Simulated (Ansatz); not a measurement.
**Bismuth, simple cubic: HSE06 after PBE**

Aim: see what exact exchange does to the levels, and what it costs. Spin polarisation is left out. The cell comes from an earlier PBE relaxation. Exact exchange is dear, so the k-mesh is coarse, and PBE is run on the same mesh for comparison.

Program: Ansatz 0.2.0. Level of theory: DFT, plane waves (420 eV) with PBE-made PAW files, scalar-relativistic; functionals as named at each step. These are calculated values, not measurements.

## 1. The system as given

It takes space group Pm-3m (No. 221, cubic). Conventional cell: a = 3.277 Å, b = 3.277 Å, c = 3.277 Å, α = 90.00°, β = 90.00°, γ = 90.00°. Bi (site symmetry m-3m) is surrounded by 6 Bi at 3.28 Å.

Structure file:

```cif
data_structure
_symmetry_space_group_name_H-M 'Pm-3m'
_symmetry_Int_Tables_number 221
_cell_length_a 3.2774
_cell_length_b 3.2774
_cell_length_c 3.2774
_cell_angle_alpha 90.000
_cell_angle_beta 90.000
_cell_angle_gamma 90.000
_cell_volume 35.20
loop_
_atom_site_label
_atom_site_type_symbol
_atom_site_symmetry_multiplicity
_atom_site_Wyckoff_symbol
_atom_site_fract_x
_atom_site_fract_y
_atom_site_fract_z
_atom_site_occupancy
Bi1 Bi 1 a 0.00000 0.00000 0.00000 1
```

## 2. PBE, coarse mesh

The run with PBE.

input.yaml reads:

```yaml
crystal:
  lattice:
    - [3.2774038092, 0.0, 0.0]
    - [0.0, 3.2774038092, 0.0]
    - [0.0, 0.0, 3.2774038092]
  atoms:
    - { symbol: Bi, position: [0.0, 0.0, 0.0] }
hamiltonian:
  xc: pbe
  pseudopotentials:
    kind: paw
    azcp:
      Bi: "pseudopotentials/Bi.paw.azcp"
basis:
  ecutwfc: 420
  fft_grid_basis: typed
kpoints:
  mp_grid: { grid: [5, 5, 5], shift: [0, 0, 0] }
magnetization:
  spin_polarized: false
scf:
  occupations: { method: fermi_dirac, width: 0.1 }
```

Started as:

```
$ ansatz run input.yaml --threads 4 --pin off --max-ram 8192MiB --backend cpu --events-out ev --progress --plain --runs-dir out
```

What it wrote, shortened:

```text
Warning: RAYON_NUM_THREADS=4 ignored (pool sized by the plan → 4); use --threads N
[...]
Pseudopotentials: kind: paw
Pseudopotential: Bi, paw, valence charge 15, recommended cutoff 420 eV (normal), <dir>
Functional definition: PBE
[...]
Crystal: 1 atoms, lattice volume = 35.204 Å³
Basis set: ecut = 420 eV, 691 PW (Γ)
Bands: 12, of which v1, the nominal top of the filled ones, is band 8 counted from 1 (7 counted from 0)
Symmetry: 48 space group operations
Space group: Pm-3m (ITA 221), of the structure as read, at distance tolerance 3.3e-5 Å
k-points: 10 of 125
[...]
SCF iter   1: F=—  HF=-12396.426711 eV  |F-HF|=—  |Δ(HF+E_count)|=         —  Δρ=1.78e-3  dr2=1.68e-3  ethr=1.77e-3  ⟨swp⟩=5.6  Hψ=692  notcnv=0
[...]
SCF iter   6: F=-12396.426190 eV  HF=-12396.426190 eV  |F-HF|=1.20e-9  |Δ(HF+E_count)|=   1.15e-7  Δρ=2.66e-6  dr2=1.50e-9  ethr=6.67e-10  ⟨swp⟩=2.0  Hψ=234  notcnv=0
[...]
SCF converged after 6 iterations
Free energy (F): -12396.426190 eV
[...]
E sigma→0 (E₀):  -12396.415452 eV
Entropy (-TS):   -0.021477 eV (-21.477 meV/atom)
Fermi energy:    9.930544 eV
[...]
```

Wall time 0.21 s (4 threads of Arm Neoverse V1, shared host); peak memory 0.25 GiB.

## 3. HSE06 on the coarse mesh

The run with HSE06.

Edit input.yaml of step 2 so:

```diff
@@ -8,3 +8,3 @@
 hamiltonian:
-  xc: pbe
+  xc: hse06
   pseudopotentials:
```

Started as:

```
$ ansatz run input.yaml --threads 4 --pin off --max-ram 8192MiB --backend cpu --events-out ev --progress --plain --runs-dir out
```

What it wrote, shortened:

```text
Warning: RAYON_NUM_THREADS=4 ignored (pool sized by the plan → 4); use --threads N
[...]
Pseudopotentials: kind: paw
Pseudopotential: Bi, paw, valence charge 15, recommended cutoff 420 eV (normal), <dir>
Functional definition: HSE06
[...]
Crystal: 1 atoms, lattice volume = 35.204 Å³
Basis set: ecut = 420 eV, 691 PW (Γ)
Bands: 12, of which v1, the nominal top of the filled ones, is band 8 counted from 1 (7 counted from 0)
Symmetry: 48 space group operations
Space group: Pm-3m (ITA 221), of the structure as read, at distance tolerance 3.3e-5 Å
k-points: 10 of 125
[...]
SCF iter   1: F=—  HF=-12396.425486 eV  |F-HF|=—  |Δ(HF+E_count)|=         —  Δρ=1.79e-3  dr2=1.72e-3  ethr=1.77e-3  ⟨swp⟩=11.1  Hψ=641  notcnv=0
[...]
Frozen-core exchange: fock
[...]
SCF 2 stopped early in 5 iterations: F = -12400.128134 eV  dr2 = 4.19e-7
hybrid outer 1: dexx = +1.906e-3 eV, tail = 7.44e-6 eV
[...]
Frozen-core exchange: fock
[...]
hybrid outer 2: dexx = +6.501e-8 eV, tail = 8.64e-8 eV, Δε = 1.64e-3 eV (about 2.41e-4 eV left of the loop's levels)
hybrid SCF converged: 2 outer / 7 inner (+6 warm-up), last move |dexx| = 6.50e-8 eV, tail = 8.64e-8 eV
Stability not checked: this state was not tested for a lower state beside it, because the functional holds exact exchange (a hybrid, or Hartree-Fock), whose exchange loop this test does not read (fock_operator; see scf.lower_state_search)
Free energy (F): -12400.128075 eV
Frozen-core exchange: fock
[...]
E sigma→0 (E₀):  -12400.117978 eV
Entropy (-TS):   -0.020192 eV (-20.192 meV/atom)
Fermi energy:    9.841088 eV
[...]
--- Band table (eV; the first three rows and the last of 10) ---
  k-point 0: bands = ["-15.5519", "-15.5519", "-15.2247", "-15.2247", "-15.2247", "-4.7892", "13.0059", "13.0059", "13.0059", "16.2034"]
[...]
  guard bands above this table: 2 of the run's 12 bands. The solve was not asked for them (output.publish_guard_bands: true or output.eigenvalues: true publishes all)
```

Wall time 3.5 s (4 threads of Arm Neoverse V1, shared host); peak memory 0.68 GiB.

## 4. Side by side

| functional | gap on the mesh | Fermi energy (eV) | SCF cycles | exchange loops | CPU time |
| --- | --- | --- | --- | --- | --- |
| PBE | none (levels filled in part) | 9.931 | 6 | - | 0.45 s |
| HSE06 | none (levels filled in part) | 9.841 | 13 | 2 | 9.4 s |

## 5. Summary of results

```
                          quantity                         value
                          PBE: gap  none (levels filled in part)
                        HSE06: gap  none (levels filled in part)
 HSE06: SCF cycles, exchange loops                         13, 2
  HSE06: CPU time over that of PBE                            21
HSE06: relative to A7 rhombohedral                  +90 meV/atom
```

What this shows: Neither PBE nor HSE06 shows a clean gap on this mesh. HSE06 cost 21 times the CPU time of PBE. The exchange operator of HSE06 was renewed in 2 outer loops. To compare with dense-mesh energies, the change of PBE from this mesh and smearing to its dense run (-87.1 meV/atom, from a run not shown) is added. Under HSE06 it lies 90 meV/atom above A7 rhombohedral (computed apart in the same way); on such meshes a few tens of meV are uncertain for metals. The total energies in the logs cannot be compared from one functional to another.
